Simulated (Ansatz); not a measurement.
# Platinum, bcc under RPBE: ground state and equation of state

What does RPBE give for platinum in the bcc structure? We relax it, solve it on a dense k-mesh, then scale the cell to 7 volumes from 88 to 112 % of the relaxed one and try a fit of the equation of state. Spin polarisation is left out. The k-meshes are 14×14×14 for the relaxation; 23×23×23 for the dense run; 16×16×16 for the volumes.

This is Pt in the bcc structure; at room conditions it is fcc.

Method: DFT RPBE, plane waves (420 eV) with PAW, scalar-relativistic; PBE-made PAW files, in Ansatz 0.2.0.

**1. Starting point**

Symmetry: Im-3m, No. 229, cubic system. Conventional cell: a = 3.114 Å, b = 3.114 Å, c = 3.114 Å, α = 90.00°, β = 90.00°, γ = 90.00°. Around Pt (site symmetry m-3m) lie 8 Pt at 2.70 Å.

Coordinates:

```cif
data_structure
_symmetry_space_group_name_H-M 'Im-3m'
_symmetry_Int_Tables_number 229
_cell_length_a 3.1138
_cell_length_b 3.1138
_cell_length_c 3.1138
_cell_angle_alpha 90.000
_cell_angle_beta 90.000
_cell_angle_gamma 90.000
_cell_volume 30.19
loop_
_atom_site_label
_atom_site_type_symbol
_atom_site_symmetry_multiplicity
_atom_site_Wyckoff_symbol
_atom_site_fract_x
_atom_site_fract_y
_atom_site_fract_z
_atom_site_occupancy
Pt1 Pt 2 a 0.00000 0.00000 0.00000 1
```

**2. Geometry optimisation**

Contents of input.yaml:

```yaml
crystal:
  lattice:
    - [-1.5568832667, 1.5568832667, 1.5568832667]
    - [1.5568832667, -1.5568832667, 1.5568832667]
    - [1.5568832667, 1.5568832667, -1.5568832667]
  atoms:
    - { symbol: Pt, position: [0.0, 0.0, 0.0] }
hamiltonian:
  xc: rpbe
  pseudopotentials:
    kind: paw
    azcp:
      Pt: "pseudopotentials/Pt.paw.azcp"
basis:
  ecutwfc: 420
  fft_grid_basis: typed
kpoints:
  mp_grid: { grid: [14, 14, 14], shift: [0, 0, 0] }
magnetization:
  spin_polarized: false
scf:
  occupations: { method: fermi_dirac, width: 0.1 }
relax:
  max_steps: 60
  f_tol: 0.01
  cell: {}
```

Log:

```text
Warning: RAYON_NUM_THREADS=2 ignored (pool sized by the plan → 2); use --threads N
Engine: ansatz 0.2.0, x86_64-unknown-linux-gnu
Pseudopotentials: kind: paw
Pseudopotential: Pt, paw, valence charge 18, recommended cutoff 420 eV (normal), <dir>
Functional definition: RPBE
  parameter kappa = 0.804
  parameter beta = 0.06672455060314922
  exchange = rpbe_x(kappa = kappa, mu = beta*pi^2/3)
  correlation = pbe_c(beta = beta)
Crystal: 1 atoms, lattice volume = 15.095 Å³
Basis set: ecut = 420 eV, 321 PW (Γ), exchange–correlation on 40×40×40 points (8 copies of the dense FFT grid, shifted against one another)
Bands: 13, of which v1, the nominal top of the filled ones, is band 9 counted from 1 (8 counted from 0)
Symmetry: 48 space group operations
Space group: Im-3m (ITA 229), of the structure as read, at distance tolerance 2.5e-5 Å
k-points: 104 of 2744
Non-local potential: Pt, projectors of the file, l = 0: 3, l = 1: 2, l = 2: 2, l = 3: 1
PAW form: soft (Blöchl's): semilocal exchange-correlation on the pseudo side does not see the compensation charge
PAW frozen core: Pt, regenerated for the run's functional, and the local potential with it (the file was generated under x = pbe(κ = 0.804, μ = 0.2195149727645171), c = pbe(β = 0.06672455060314922))
PAW one-centre angular grid: Pt, 590 points (default); XC on 64 Gauss nodes
Initial density: superposition of atomic densities (neutral atoms: chi_scale 0, normalization atom), corrected by the library's trained network
Initial wavefunctions: pseudopotential atomic-orbital guess
Functional: x = rpbe, c = pbe(β = 0.06672455060314922)
SCF iter   1: F=—  HF=-12536.657733 eV  |F-HF|=—  |Δ(HF+E_count)|=         —  Δρ=5.51e-3  dr2=2.96e-3  ethr=1.77e-3  ⟨swp⟩=5.0  Hψ=7438  notcnv=0
preconditioner: auto → none  [metal: Δε(μ)=0.019 eV  Ē_g=14.236 eV  σ=0.100 eV  W_gap=0.05  n_scr=0 (ndim 8)  ℏωp=30.2 eV  f_vac=0.000  D(μ)=1.17/eV (n_scr^D=12)]
SCF iter   2: F=—  HF=-12536.657581 eV  |F-HF|=—  |Δ(HF+E_count)|=   1.51e-4  Δρ=2.09e-3  dr2=2.20e-4  ethr=1.64e-5  ⟨swp⟩=2.4  Hψ=2741  notcnv=0
SCF iter   3: F=—  HF=-12536.657696 eV  |F-HF|=—  |Δ(HF+E_count)|=   1.14e-4  Δρ=1.14e-3  dr2=3.71e-5  ethr=1.22e-6  ⟨swp⟩=2.2  Hψ=1953  notcnv=0
SCF iter   4: F=—  HF=-12536.657788 eV  |F-HF|=—  |Δ(HF+E_count)|=   9.22e-5  Δρ=7.58e-5  dr2=1.90e-7  ethr=2.06e-7  ⟨swp⟩=2.1  Hψ=1927  notcnv=0
iter 5 did not close the SCF: its close was put off for the readings that it lacked (scf_convergence_deferred on its scf_iter line)
SCF iter   5: F=-12536.657788 eV  HF=-12536.657788 eV  |F-HF|=1.76e-10  |Δ(HF+E_count)|=   5.30e-7  Δρ=9.94e-6  dr2=3.94e-9  ethr=1.06e-9  ⟨swp⟩=2.1  Hψ=2256  notcnv=0
SCF iter   6: F=-12536.657788 eV  HF=-12536.657788 eV  |F-HF|=1.36e-10  |Δ(HF+E_count)|=   1.17e-9  Δρ=1.67e-6  dr2=1.86e-10  ethr=2.19e-11  ⟨swp⟩=1.1  Hψ=4062  notcnv=0
SCF 1 converged in 6 iterations: F = -12536.657788 eV  dr2 = 1.86e-10
relax step   1: F+E_penalty+E_count = -12536.65778849 eV  Δ(F+E_penalty+E_count) = +0.000e0 eV  max|allowed force component| = 0.000e0 eV/Å  Δτ_max = 0.0000 Å  P = +17.518 GPa  Ω = 15.095 Å³  (6 SCF iters, dr2 threshold 1.00e-7 eV, accepted)
Crystal: 1 atoms, lattice volume = 17.399 Å³
Initial density: handed on by an earlier stage of this run
Initial wavefunctions: those handed on with the density
iter 1 solved again at ethr=7.64e-5 eV; its pass at ethr=3.10e-3 eV (dr2=1.38e-2 eV) is discarded
SCF iter   1: F=—  HF=-12536.654673 eV  |F-HF|=—  |Δ(HF+E_count)|=         —  Δρ=1.04e-2  dr2=1.41e-2  ethr=7.64e-5  ⟨swp⟩=1.0  Hψ=9280  notcnv=0
preconditioner: auto → Kerker (q_TF=auto, 2.744 Å⁻¹)  [metal: Δε(μ)=0.033 eV  Ē_g=12.785 eV  σ=0.100 eV  W_gap=0.08  n_scr=12 (ndim 8)  ℏωp=28.2 eV  f_vac=0.000  D(μ)=1.39/eV (n_scr^D=12)]
SCF iter   2: F=—  HF=-12536.652439 eV  |F-HF|=—  |Δ(HF+E_count)|=   2.23e-3  Δρ=5.84e-3  dr2=3.71e-3  ethr=7.64e-5  ⟨swp⟩=1.0  Hψ=1352  notcnv=0
SCF iter   3: F=—  HF=-12536.652157 eV  |F-HF|=—  |Δ(HF+E_count)|=   2.81e-4  Δρ=1.07e-3  dr2=1.09e-4  ethr=2.06e-5  ⟨swp⟩=2.0  Hψ=1812  notcnv=0
SCF iter   4: F=—  HF=-12536.652183 eV  |F-HF|=—  |Δ(HF+E_count)|=   2.53e-5  Δρ=2.14e-4  dr2=4.87e-6  ethr=6.04e-7  ⟨swp⟩=2.0  Hψ=2049  notcnv=0
SCF iter   5: F=—  HF=-12536.652184 eV  |F-HF|=—  |Δ(HF+E_count)|=   1.63e-6  Δρ=4.54e-5  dr2=2.19e-7  ethr=2.71e-8  ⟨swp⟩=2.0  Hψ=1878  notcnv=0
SCF iter   6: F=-12536.652184 eV  HF=-12536.652184 eV  |F-HF|=1.32e-9  |Δ(HF+E_count)|=   5.81e-8  Δρ=8.13e-6  dr2=6.78e-9  ethr=5.56e-10  ⟨swp⟩=4.0  Hψ=4122  notcnv=0
SCF 2 converged in 6 iterations: F = -12536.652184 eV  dr2 = 6.78e-9
relax step   2: F+E_penalty+E_count = -12536.65218429 eV  Δ(F+E_penalty+E_count) = +5.604e-3 eV  max|allowed force component| = 0.000e0 eV/Å  Δτ_max = 0.0000 Å  P = -13.424 GPa  Ω = 17.399 Å³  energy of the carried Pulay correction = -1.188e-3 eV  (6 SCF iters, dr2 threshold 1.00e-7 eV, rejected (line search))
Crystal: 1 atoms, lattice volume = 16.191 Å³
iter 1 solved again at ethr=2.12e-5 eV; its pass at ethr=3.10e-3 eV (dr2=3.81e-3 eV) is discarded
SCF iter   1: F=—  HF=-12536.710947 eV  |F-HF|=—  |Δ(HF+E_count)|=         —  Δρ=5.58e-3  dr2=3.82e-3  ethr=2.12e-5  ⟨swp⟩=1.0  Hψ=9144  notcnv=0
preconditioner: auto → none  [metal: Δε(μ)=0.021 eV  Ē_g=13.441 eV  σ=0.100 eV  W_gap=0.05  n_scr=0 (ndim 8)  ℏωp=29.2 eV  f_vac=0.000  D(μ)=1.27/eV (n_scr^D=12)]
SCF iter   2: F=—  HF=-12536.710106 eV  |F-HF|=—  |Δ(HF+E_count)|=   8.42e-4  Δρ=2.45e-3  dr2=3.41e-4  ethr=2.12e-5  ⟨swp⟩=2.1  Hψ=1843  notcnv=0
SCF iter   3: F=—  HF=-12536.710066 eV  |F-HF|=—  |Δ(HF+E_count)|=   3.95e-5  Δρ=1.05e-3  dr2=6.23e-5  ethr=1.89e-6  ⟨swp⟩=2.5  Hψ=2351  notcnv=0
SCF iter   4: F=—  HF=-12536.710070 eV  |F-HF|=—  |Δ(HF+E_count)|=   3.43e-6  Δρ=3.61e-4  dr2=7.00e-6  ethr=3.46e-7  ⟨swp⟩=1.0  Hψ=1352  notcnv=0
SCF iter   5: F=—  HF=-12536.710070 eV  |F-HF|=—  |Δ(HF+E_count)|=   1.42e-7  Δρ=5.84e-5  dr2=1.86e-7  ethr=3.89e-8  ⟨swp⟩=1.0  Hψ=1372  notcnv=0
SCF iter   6: F=—  HF=-12536.710070 eV  |F-HF|=—  |Δ(HF+E_count)|=   2.95e-7  Δρ=4.77e-6  dr2=1.14e-9  ethr=1.03e-9  ⟨swp⟩=2.5  Hψ=2317  notcnv=0
SCF iter   7: F=-12536.710070 eV  HF=-12536.710070 eV  |F-HF|=3.64e-12  |Δ(HF+E_count)|=  5.51e-10  Δρ=3.66e-7  dr2=8.20e-12  ethr=1.00e-12  ⟨swp⟩=4.1  Hψ=6284  notcnv=0
SCF 3 converged in 7 iterations: F = -12536.710070 eV  dr2 = 8.20e-12
relax step   3: F+E_penalty+E_count = -12536.71006996 eV  Δ(F+E_penalty+E_count) = -5.228e-2 eV  max|allowed force component| = 0.000e0 eV/Å  Δτ_max = 0.0000 Å  P = -0.737 GPa  Ω = 16.191 Å³  energy of the carried Pulay correction = -5.869e-4 eV  (7 SCF iters, accepted)
Crystal: 1 atoms, lattice volume = 16.137 Å³
iter 1 solved again at ethr=3.02e-8 eV; its pass at ethr=3.10e-3 eV (dr2=5.43e-6 eV) is discarded
SCF iter   1: F=—  HF=-12536.710226 eV  |F-HF|=—  |Δ(HF+E_count)|=         —  Δρ=2.44e-4  dr2=6.76e-6  ethr=3.02e-8  ⟨swp⟩=2.0  Hψ=8548  notcnv=0
preconditioner: auto → none  [metal: Δε(μ)=0.017 eV  Ē_g=13.511 eV  σ=0.100 eV  W_gap=0.04  n_scr=0 (ndim 8)  ℏωp=29.2 eV  f_vac=0.000  D(μ)=1.26/eV (n_scr^D=12)]
SCF iter   2: F=—  HF=-12536.710224 eV  |F-HF|=—  |Δ(HF+E_count)|=   1.64e-6  Δρ=1.13e-4  dr2=7.04e-7  ethr=3.02e-8  ⟨swp⟩=2.0  Hψ=1863  notcnv=0
SCF iter   3: F=—  HF=-12536.710224 eV  |F-HF|=—  |Δ(HF+E_count)|=   3.96e-8  Δρ=4.62e-5  dr2=1.27e-7  ethr=5.56e-10  ⟨swp⟩=4.0  Hψ=4303  notcnv=0
SCF iter   4: F=-12536.710224 eV  HF=-12536.710224 eV  |F-HF|=3.35e-10  |Δ(HF+E_count)|=   1.59e-8  Δρ=2.97e-6  dr2=2.59e-10  ethr=5.56e-10  ⟨swp⟩=3.0  Hψ=3670  notcnv=0
SCF 4 converged in 4 iterations: F = -12536.710224 eV  dr2 = 2.59e-10
relax step   4: F+E_penalty+E_count = -12536.71022443 eV  Δ(F+E_penalty+E_count) = -1.545e-4 eV  max|allowed force component| = 0.000e0 eV/Å  Δτ_max = 0.0000 Å  P = -0.017 GPa  Ω = 16.137 Å³  energy of the carried Pulay correction = -5.591e-4 eV  (4 SCF iters, dr2 threshold 1.00e-7 eV, accepted)
Initial wavefunctions: pseudopotential atomic-orbital guess (no wavefunctions were taken with the density)
iter 1 solved again at ethr=1.49e-8 eV; its pass at ethr=3.10e-3 eV (dr2=2.69e-6 eV) is discarded
SCF iter   1: F=—  HF=-12536.710663 eV  |F-HF|=—  |Δ(HF+E_count)|=         —  Δρ=1.87e-4  dr2=9.73e-7  ethr=1.49e-8  ⟨swp⟩=2.9  Hψ=10711  notcnv=0
SCF iter   2: F=—  HF=-12536.710661 eV  |F-HF|=—  |Δ(HF+E_count)|=   1.76e-6  Δρ=8.57e-5  dr2=1.82e-7  ethr=5.41e-9  ⟨swp⟩=2.2  Hψ=2292  notcnv=0
SCF iter   3: F=—  HF=-12536.710661 eV  |F-HF|=—  |Δ(HF+E_count)|=   8.14e-8  Δρ=1.49e-5  dr2=2.42e-8  ethr=1.01e-9  ⟨swp⟩=2.5  Hψ=2025  notcnv=0
SCF iter   4: F=—  HF=-12536.710661 eV  |F-HF|=—  |Δ(HF+E_count)|=   2.57e-9  Δρ=4.33e-6  dr2=6.43e-10  ethr=1.35e-10  ⟨swp⟩=2.3  Hψ=2037  notcnv=0
SCF iter   5: F=-12536.710661 eV  HF=-12536.710661 eV  |F-HF|=1.82e-12  |Δ(HF+E_count)|=   1.02e-9  Δρ=2.27e-7  dr2=2.23e-12  ethr=1.00e-12  ⟨swp⟩=3.8  Hψ=5931  notcnv=0
SCF 5 converged in 5 iterations: F = -12536.710661 eV  dr2 = 2.23e-12
relax step   5: F+E_penalty+E_count = -12536.71066093 eV  Δ(F+E_penalty+E_count) = -4.365e-4 eV  max|allowed force component| = 0.000e0 eV/Å  Δτ_max = 0.0000 Å  P = -0.052 GPa  Ω = 16.137 Å³  stress off target by 5.24e-2 GPa  SCF on the basis re-selected at this cell (its energy is not comparable with the rows above)  (5 SCF iters)
basis re-selected at this cell: Δ(F+E_penalty+E_count) = -4.365e-4 eV, ΔP = -0.035 GPa vs the last step (what re-selecting the basis moved, of the pressure what is left beyond the Pulay correction that the steps carried, after the strain that the cell walked since its last selection, with what the two solves' SCF thresholds leave and, on support functions, any second-order correction that the steps lacked; it is no measure of the basis error at this ecutwfc). This SCF's stress stands 5.24e-2 GPa from its target on what of the cell is left free (relax.cell.stress_tol is 5.00e-2 GPa) and its largest allowed force component is 0.00e0 eV/Å (relax.f_tol is 1.00e-2 eV/Å): not within both, so this SCF does not close the relaxation
Crystal: 1 atoms, lattice volume = 16.133 Å³
iter 1 solved again at ethr=1.55e-10 eV; its pass at ethr=3.10e-3 eV (dr2=2.78e-8 eV) is discarded
SCF iter   1: F=—  HF=-12536.710664 eV  |F-HF|=—  |Δ(HF+E_count)|=         —  Δρ=1.77e-5  dr2=3.56e-8  ethr=1.55e-10  ⟨swp⟩=2.0  Hψ=8556  notcnv=0
preconditioner: auto → none  [metal: Δε(μ)=0.017 eV  Ē_g=13.514 eV  σ=0.100 eV  W_gap=0.04  n_scr=0 (ndim 8)  ℏωp=29.2 eV  f_vac=0.000  D(μ)=1.26/eV (n_scr^D=12)]
SCF iter   2: F=-12536.710663 eV  HF=-12536.710663 eV  |F-HF|=6.09e-10  |Δ(HF+E_count)|=   3.58e-7  Δρ=8.23e-6  dr2=3.70e-9  ethr=3.81e-11  ⟨swp⟩=2.8  Hψ=4825  notcnv=0
SCF 6 converged in 2 iterations: F = -12536.710663 eV  dr2 = 3.70e-9
relax step   6: F+E_penalty+E_count = -12536.71066334 eV  Δ(F+E_penalty+E_count) = -2.415e-6 eV  max|allowed force component| = 0.000e0 eV/Å  Δτ_max = 0.0000 Å  P = +0.000 GPa  Ω = 16.133 Å³  energy of the carried Pulay correction = +1.783e-6 eV  (2 SCF iters, dr2 threshold 6.86e-9 eV, accepted)
iter 1 solved again at ethr=1.06e-8 eV; its pass at ethr=3.10e-3 eV (dr2=1.91e-6 eV) is discarded
SCF iter   1: F=—  HF=-12536.710664 eV  |F-HF|=—  |Δ(HF+E_count)|=         —  Δρ=8.27e-6  dr2=3.79e-9  ethr=1.06e-8  ⟨swp⟩=3.0  Hψ=10841  notcnv=0
SCF iter   2: F=—  HF=-12536.710663 eV  |F-HF|=—  |Δ(HF+E_count)|=   3.50e-7  Δρ=3.51e-6  dr2=7.78e-10  ethr=2.11e-11  ⟨swp⟩=2.2  Hψ=2187  notcnv=0
SCF iter   3: F=—  HF=-12536.710663 eV  |F-HF|=—  |Δ(HF+E_count)|=  1.02e-10  Δρ=1.41e-6  dr2=1.42e-10  ethr=4.32e-12  ⟨swp⟩=2.4  Hψ=1865  notcnv=0
SCF iter   4: F=-12536.710663 eV  HF=-12536.710663 eV  |F-HF|=7.28e-12  |Δ(HF+E_count)|=  5.46e-12  Δρ=1.36e-7  dr2=8.67e-13  ethr=1.00e-12  ⟨swp⟩=3.1  Hψ=6061  notcnv=0
SCF 7 converged in 4 iterations: F = -12536.710663 eV  dr2 = 8.67e-13
relax step   7: F+E_penalty+E_count = -12536.71066334 eV  Δ(F+E_penalty+E_count) = -6.057e-10 eV  max|allowed force component| = 0.000e0 eV/Å  Δτ_max = 0.0000 Å  P = +0.000 GPa  Ω = 16.133 Å³  stress off target by 2.80e-4 GPa  SCF on the basis re-selected at this cell (its energy is not comparable with the rows above)  (4 SCF iters)
basis re-selected at this cell: Δ(F+E_penalty+E_count) = -6.057e-10 eV, ΔP = -0.000 GPa vs the last step (what re-selecting the basis moved, of the pressure what is left beyond the Pulay correction that the steps carried, after the strain that the cell walked since its last selection, with what the two solves' SCF thresholds leave and, on support functions, any second-order correction that the steps lacked; it is no measure of the basis error at this ecutwfc). This SCF's stress stands 2.80e-4 GPa from its target on what of the cell is left free (relax.cell.stress_tol is 5.00e-2 GPa) and its largest allowed force component is 0.00e0 eV/Å (relax.f_tol is 1.00e-2 eV/Å): within both
SCF converged after 4 iterations
Free energy (F): -12536.710663 eV
Harris-Foulkes:  -12536.710663 eV  (|F-HF|=7.28e-12)
Internal energy: -12536.669896 eV  (E = F + TS)
E sigma→0 (E₀):  -12536.690280 eV
Entropy (-TS):   -0.040767 eV (-40.767 meV/atom)
Fermi energy:    21.255097 eV
--- Per-component energies (eV) ---
  E_band       = -156.666175
  E_kinetic    = 636.807028
  E_local      = -1551.028632  (includes V_loc(G=0)·N_el)
  E_nonlocal   = 199.467591
  E_hartree    = 573.900737
  E_xc         = -261.538179
  E_vxc        = -302.066964  (∫ρ·V_xc dr)
  E_paw        = -9467.634951  (= ΣΔE_a)
  E_vpaw       = -287.646839  (= ΣTr[D̂ρ^β])
  E_aug_tail   = 0.000195  (compensation charges beyond the density's cutoff)
  E_ewald      = -2666.606364
  E_core_change = -0.037321  (= ΣΔE_core)
  E_smearing   = -0.040767  (= −TS)
  E_closure    = -0.000000  (closes the sum)
  Σ components = -12536.710663   (vs F -12536.710663, Δ=0.00e0)
--- Forces (eV/Å), atoms counted from 1 ---
  atom   1  Pt     0.00000000     0.00000000     0.00000000
  max |Σ_I F_I| component: 8.22e-32 eV/Å
--- Stress (GPa, compression-positive) ---
        0.000280       0.000000       0.000000
       -0.000000       0.000280       0.000000
        0.000000      -0.000000       0.000280
  P = ⅓ Tr σ = 0.0003 GPa (0.003 kbar)
--- Relaxed structure (5 steps of the walk, 4 accepted, 2 SCFs on fresh bases) ---
  F+E_penalty+E_count = -12536.71066334 eV   max|allowed force component| = 0.000e0 eV/Å   (the final SCF, on the basis selected at the relaxed cell)
  cell:  # Å, volume = 16.1333 Å³
    - [-1.591797517470261, 1.591797517470261, 1.591797517470261]
    - [1.591797517470261, -1.591797517470261, 1.591797517470261]
    - [1.591797517470261, 1.591797517470261, -1.591797517470261]
  atoms:
    - { symbol: Pt, position: [0.0, 0.0, 0.0] }
```

It took 2.7 s on 2 threads of an x86-64 CPU, shared host; peak memory 0.32 GiB.

The walk, from the log:

| step | energy change (meV/atom) | largest force (eV/Å) | pressure (GPa) | volume (Å³/atom) | accepted |
| --- | --- | --- | --- | --- | --- |
| 1 | 0.00 | 0.0000 | 17.52 | 15.095 | yes |
| 2 | 5.60 | 0.0000 | -13.42 | 17.399 | no |
| 3 | -52.28 | 0.0000 | -0.74 | 16.191 | yes |
| 4 | -52.44 | 0.0000 | -0.02 | 16.137 | yes |
| 5 | -52.87 | 0.0000 | -0.05 | 16.137 | yes |
| 6 | -52.87 | 0.0000 | 0.00 | 16.133 | yes |
| 7 | -52.87 | 0.0000 | 0.00 | 16.133 | yes |

Steps that repeat a cell are solved on a basis chosen anew, so their changes of energy are no gain of the relaxation.

The cell of the run, before and after:

|  | before | after | change |
| --- | --- | --- | --- |
| a (Å) | 2.697 | 2.757 | +2.2 % |
| b (Å) | 2.697 | 2.757 | +2.2 % |
| c (Å) | 2.697 | 2.757 | +2.2 % |
| volume (Å³/atom) | 15.095 | 16.133 | +6.9 % |
| shortest distance (Å) | 2.697 | 2.757 | +2.2 % |
| space group (spins left aside) | Im-3m | Im-3m | same |

**3. The energy on a finer k-mesh**

Contents of input.yaml:

```yaml
crystal:
  lattice:
    - [-1.5917975175, 1.5917975175, 1.5917975175]
    - [1.5917975175, -1.5917975175, 1.5917975175]
    - [1.5917975175, 1.5917975175, -1.5917975175]
  atoms:
    - { symbol: Pt, position: [0.0, 0.0, 0.0] }
hamiltonian:
  xc: rpbe
  pseudopotentials:
    kind: paw
    azcp:
      Pt: "pseudopotentials/Pt.paw.azcp"
basis:
  ecutwfc: 420
  fft_grid_basis: typed
kpoints:
  mp_grid: { grid: [23, 23, 23], shift: [0, 0, 0] }
magnetization:
  spin_polarized: false
scf:
  occupations: { method: fermi_dirac, width: 0.1 }
```

Log (excerpt; [...] marks lines left out):

```text
Warning: RAYON_NUM_THREADS=2 ignored (pool sized by the plan → 2); use --threads N
[...]
[... 3 set-up lines as earlier in the session ...]
[...]
Crystal: 1 atoms, lattice volume = 16.133 Å³
Basis set: ecut = 420 eV, 321 PW (Γ)
Bands: 13, of which v1, the nominal top of the filled ones, is band 9 counted from 1 (8 counted from 0)
[... 2 set-up lines as earlier in the session ...]
k-points: 364 of 12167
[...]
SCF iter   1: F=—  HF=-12536.715436 eV  |F-HF|=—  |Δ(HF+E_count)|=         —  Δρ=5.39e-3  dr2=3.45e-3  ethr=1.77e-3  ⟨swp⟩=5.0  Hψ=25586  notcnv=0
[...]
SCF iter   6: F=-12536.715307 eV  HF=-12536.715307 eV  |F-HF|=1.60e-10  |Δ(HF+E_count)|=  4.44e-10  Δρ=1.83e-6  dr2=2.14e-10  ethr=2.90e-11  ⟨swp⟩=1.0  Hψ=14223  notcnv=0
[...]
SCF converged after 6 iterations
Free energy (F): -12536.715307 eV
[...]
E sigma→0 (E₀):  -12536.698925 eV
Entropy (-TS):   -0.032765 eV (-32.765 meV/atom)
Fermi energy:    21.294664 eV
[...]
```

It took 1.1 s on 2 threads of an x86-64 CPU, shared host; peak memory 0.36 GiB.

**4. The cell scaled to 88 % of its volume**

Contents of input.yaml:

```yaml
crystal:
  lattice:
    - [-1.5253940467, 1.5253940467, 1.5253940467]
    - [1.5253940467, -1.5253940467, 1.5253940467]
    - [1.5253940467, 1.5253940467, -1.5253940467]
  atoms:
    - { symbol: Pt, position: [0.0, 0.0, 0.0] }
hamiltonian:
  xc: rpbe
  pseudopotentials:
    kind: paw
    azcp:
      Pt: "pseudopotentials/Pt.paw.azcp"
basis:
  ecutwfc: 420
  fft_grid_basis: typed
kpoints:
  mp_grid: { grid: [16, 16, 16], shift: [0, 0, 0] }
magnetization:
  spin_polarized: false
scf:
  occupations: { method: fermi_dirac, width: 0.1 }
  lower_state_search: "off"
output:
  stress: true
```

Log (excerpt; [...] marks lines left out):

```text
Warning: RAYON_NUM_THREADS=2 ignored (pool sized by the plan → 2); use --threads N
[...]
[... 3 set-up lines as earlier in the session ...]
[...]
Crystal: 1 atoms, lattice volume = 14.197 Å³
Basis set: ecut = 420 eV, 249 PW (Γ)
Bands: 13, of which v1, the nominal top of the filled ones, is band 9 counted from 1 (8 counted from 0)
[... 1 set-up line as earlier in the session ...]
Space group: Im-3m (ITA 229), of the structure as read, at distance tolerance 2.4e-5 Å
k-points: 145 of 4096
[...]
SCF iter   1: F=—  HF=-12536.499831 eV  |F-HF|=—  |Δ(HF+E_count)|=         —  Δρ=5.17e-3  dr2=2.30e-3  ethr=1.77e-3  ⟨swp⟩=5.0  Hψ=10379  notcnv=0
[...]
SCF iter   6: F=-12536.499796 eV  HF=-12536.499796 eV  |F-HF|=1.62e-10  |Δ(HF+E_count)|=   1.29e-9  Δρ=1.85e-6  dr2=2.22e-10  ethr=2.81e-11  ⟨swp⟩=1.4  Hψ=5730  notcnv=0
[...]
SCF converged after 6 iterations
Free energy (F): -12536.499796 eV
[...]
E sigma→0 (E₀):  -12536.482691 eV
Entropy (-TS):   -0.034208 eV (-34.208 meV/atom)
Fermi energy:    25.193920 eV
[...]
--- Stress (GPa, compression-positive) ---
       39.725332      -0.000000       0.000000
        0.000000      39.725332      -0.000000
        0.000000      -0.000000      39.725332
  P = ⅓ Tr σ = 39.7253 GPa (397.253 kbar)
```

Run time: 0.6 s. Hardware: 2 threads of an x86-64 CPU, shared host; peak memory 0.31 GiB.

**5. The cell scaled to 92 % of its volume**

Edit input.yaml of step 4 so:

```diff
@@ -2,5 +2,5 @@
   lattice:
-    - [-1.5253940467, 1.5253940467, 1.5253940467]
-    - [1.5253940467, -1.5253940467, 1.5253940467]
-    - [1.5253940467, 1.5253940467, -1.5253940467]
+    - [-1.5481644791, 1.5481644791, 1.5481644791]
+    - [1.5481644791, -1.5481644791, 1.5481644791]
+    - [1.5481644791, 1.5481644791, -1.5481644791]
   atoms:
```

Log (excerpt; [...] marks lines left out):

```text
Warning: RAYON_NUM_THREADS=2 ignored (pool sized by the plan → 2); use --threads N
[...]
[... 3 set-up lines as earlier in the session ...]
[...]
Crystal: 1 atoms, lattice volume = 14.843 Å³
Basis set: ecut = 420 eV, 321 PW (Γ)
Bands: 13, of which v1, the nominal top of the filled ones, is band 9 counted from 1 (8 counted from 0)
[... 2 set-up lines as earlier in the session ...]
k-points: 145 of 4096
[...]
SCF iter   1: F=—  HF=-12536.624628 eV  |F-HF|=—  |Δ(HF+E_count)|=         —  Δρ=5.29e-3  dr2=2.73e-3  ethr=1.77e-3  ⟨swp⟩=5.0  Hψ=10298  notcnv=0
[...]
SCF iter   6: F=-12536.624672 eV  HF=-12536.624672 eV  |F-HF|=1.71e-10  |Δ(HF+E_count)|=  8.35e-10  Δρ=1.85e-6  dr2=2.33e-10  ethr=2.22e-11  ⟨swp⟩=1.1  Hψ=5664  notcnv=0
[...]
SCF converged after 6 iterations
Free energy (F): -12536.624672 eV
[...]
E sigma→0 (E₀):  -12536.606573 eV
Entropy (-TS):   -0.036200 eV (-36.200 meV/atom)
Fermi energy:    23.783687 eV
[...]
--- Stress (GPa, compression-positive) ---
       22.996654       0.000000       0.000000
       -0.000000      22.996654       0.000000
        0.000000       0.000000      22.996654
  P = ⅓ Tr σ = 22.9967 GPa (229.967 kbar)
```

Wall time 0.69 s (2 threads of an x86-64 CPU, shared host); peak memory 0.32 GiB.

[end of part 1 of 2]
